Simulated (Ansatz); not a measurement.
# Al12N: the cost of one run

Method: DFT PBE, scalar-relativistic, plane waves, PAW, in Ansatz 0.2.0.

5 further runs of the same task are left out: 1 that didn't finish, 4 set aside as unsound or not needed.

### Step 1. The starting structure

Symmetry: Fm-3m, No. 225, cubic system. Conventional cell: a = 4.041 Å, b = 4.041 Å, c = 4.041 Å, α = 90.00°, β = 90.00°, γ = 90.00°. Al (site symmetry m-3m) has 12 Al at 2.86 Å as nearest neighbours.

As a file:

```cif
data_structure
_symmetry_space_group_name_H-M 'P 1'
_symmetry_Int_Tables_number 1
_cell_length_a 2.8572
_cell_length_b 2.8572
_cell_length_c 2.8572
_cell_angle_alpha 60.000
_cell_angle_beta 60.000
_cell_angle_gamma 60.000
_cell_volume 16.49
loop_
_atom_site_label
_atom_site_type_symbol
_atom_site_fract_x
_atom_site_fract_y
_atom_site_fract_z
_atom_site_occupancy
Al1 Al 0.00000 0.00000 0.00000 1
```

This cell was relaxed beforehand with the same method: volume 16.49 Å³/atom, gap on the mesh none (metal).

### Step 3. Setting up the map

Atoms count from 1 in the order of the input.

N is moved over the surface cell; relaxed at each place: the height of the adsorbate's atoms; substrate rigid; the origin of the map has the adsorbate above Al9.

The axes are (1) position of N13 along the first surface vector, from above Al9: 6 values from 0.000 to 0.833, periodic; (2) position of N13 along the second surface vector, from above Al9: 6 values from 0.000 to 0.833, periodic.

Relaxed at each point: the height of the adsorbate's atoms; substrate rigid. Points are written as (first, second).

The two vectors of the plane (Å): (2.857, 0.000, 0.000); (-1.429, 2.474, 0.000).

(The set-up runs are not shown.)

### Step 4. The run at (0/6, 0/6) of the map's two axes

File input.yaml:

```yaml
crystal:
  lattice:
    - [5.7143028096, 0.0, 0.0]
    - [-2.8571514048, 4.948731398, 0.0]
    - [0.0, 0.0, 20.1016425062]
  atoms:
    - { symbol: Al, position: [0.3333333333, 0.1666666667, 0.1989887144] }
    - { symbol: Al, position: [0.3333333333, 0.6666666667, 0.1989887144] }
    - { symbol: Al, position: [0.8333333333, 0.1666666667, 0.1989887144] }
    - { symbol: Al, position: [0.8333333333, 0.6666666667, 0.1989887144] }
    - { symbol: Al, position: [0.1666666667, 0.3333333333, 0.3134533093] }
    - { symbol: Al, position: [0.1666666667, 0.8333333333, 0.3134533093] }
    - { symbol: Al, position: [0.6666666667, 0.3333333333, 0.3134533093] }
    - { symbol: Al, position: [0.6666666667, 0.8333333333, 0.3134533093] }
    - { symbol: Al, position: [0.0, 0.0, 0.427907446] }
    - { symbol: Al, position: [0.0, 0.5, 0.427907446] }
    - { symbol: Al, position: [0.5, 0.0, 0.427907446] }
    - { symbol: Al, position: [0.5, 0.5, 0.427907446] }
    - { symbol: "N", position: [0.0, 0.0, 0.523422029] }
basis:
  ecutwfc: 420
kpoints:
  mp_grid: { grid: [6, 6, 1] }
hamiltonian:
  xc: pbe
scf:
  occupations: { method: gaussian, width: 0.1 }
output:
  forces: true
  eigenvalues: true
relax:
  adjacent_minimum: "off"
  f_tol: 0.025
  max_steps: 16
  constraints:
    - { sites: [0, 1, 2, 3, 4, 5, 6, 7, 8, 9, 10, 11] }
    - { sites: [12], fix: xy }
efield:
  axis: 3
  dipole_correction: true
  ramp_width: 0.04
```

Started as:

```bash
$ ansatz run input.yaml --threads 4 --pin off --max-ram 12288MiB --backend cpu --events-out ev --progress --plain --runs-dir out
```

What time and memory should one allow on 4 threads of AMD EPYC 9R45 (Zen 5), shared host?

About 5.8 s, with a peak of 0.89 GiB.
